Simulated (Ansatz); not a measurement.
CoSi: symmetry broken, then relaxed

Level of theory: DFT PBE, scalar-relativistic, plane waves, PAW (Ansatz 0.2.0). The runs took a 420 eV cutoff, a Γ-centred 8×8×8 mesh and Gaussian smearing (0.15 eV). No spin polarisation. A magnetic state may lie lower. Energies are free energies at this smearing, counted from the undisturbed cell; pressure is positive in compression.

Reference structure (relaxed at this level):

```
CELL_PARAMETERS angstrom
4.43085 0.00000 0.00000
0.00000 4.43085 0.00000
0.00000 0.00000 4.43085
ATOMIC_POSITIONS crystal
Co 0.14502 0.14502 0.14502
Co 0.35498 0.85498 0.64502
Co 0.64502 0.35498 0.85498
Co 0.85498 0.64502 0.35498
Si 0.84316 0.84316 0.84316
Si 0.65684 0.15684 0.34316
Si 0.34316 0.65684 0.15684
Si 0.15684 0.34316 0.65684
```

The atoms are displaced (Å, in the unstrained cell):

| atom | ux | uy | uz |
| --- | --- | --- | --- |
| Co1 | -0.139 | -0.623 | -0.117 |
| Co2 | -0.453 | -0.058 | 0.775 |
| Co3 | 0.029 | 0.599 | -0.714 |
| Co4 | 0.428 | 0.232 | 0.080 |
| Si5 | 0.242 | -0.378 | -0.274 |
| Si6 | -0.067 | -0.157 | -0.261 |
| Si7 | 0.423 | 0.030 | 0.279 |
| Si8 | -0.463 | 0.356 | 0.233 |

The cell is strained by (-0.0105, -0.0020, -0.0037, 0.0355, 0.0010, -0.0092) (xx, yy, zz, yz, xz, xy; engineering shear). Cell and atoms are then relaxed.

Question: Does the relaxation return to the undisturbed structure?

Answer: Yes (up to a choice of domain or origin): same space group and volume, and an energy 0.0 meV/atom from it. The disturbance itself cost 3700.7 meV/atom. The final space group reads P2_13 (tolerance 0.05 Å) and the volume changes by 0.00 %.

Final structure:

```
CELL_PARAMETERS angstrom
4.43081 0.00001 0.00002
0.00001 4.43083 0.00000
0.00002 0.00000 4.43080
ATOMIC_POSITIONS crystal
Co 0.14500 0.14499 0.14500
Co 0.35501 0.85501 0.64499
Co 0.64500 0.35501 0.85501
Co 0.85500 0.64499 0.35501
Si 0.84316 0.84317 0.84317
Si 0.65684 0.15684 0.34317
Si 0.34316 0.65683 0.15683
Si 0.15684 0.34317 0.65683
```

The relaxation, step by step (energy from the first step; small jumps at an unchanged geometry come where the plane waves are selected anew for the new cell):

```
step  ΔE (meV/atom) largest force component (eV/Å) pressure (GPa)
   1            0.0                          26.555          142.15
   2        -2240.1                          10.019           44.74
   3        -2947.4                           5.056           13.94
   4        -3323.6                           2.599            2.75
   5        -3496.7                           1.503            4.52
   6        -3617.0                           1.208            4.35
   7        -3698.5                           0.158            1.69
   8        -3700.5                           0.013            0.32
   9        -3700.5                           0.006           -0.07
  10        -3700.7                           0.006           -0.18
  11        -3700.7                           0.000            0.00
  12        -3700.7                           0.000            0.00
```

Cost: 3 runs of about 25 core-minutes in all, on Intel Xeon Platinum 8375C (Ice Lake) (shared hosts).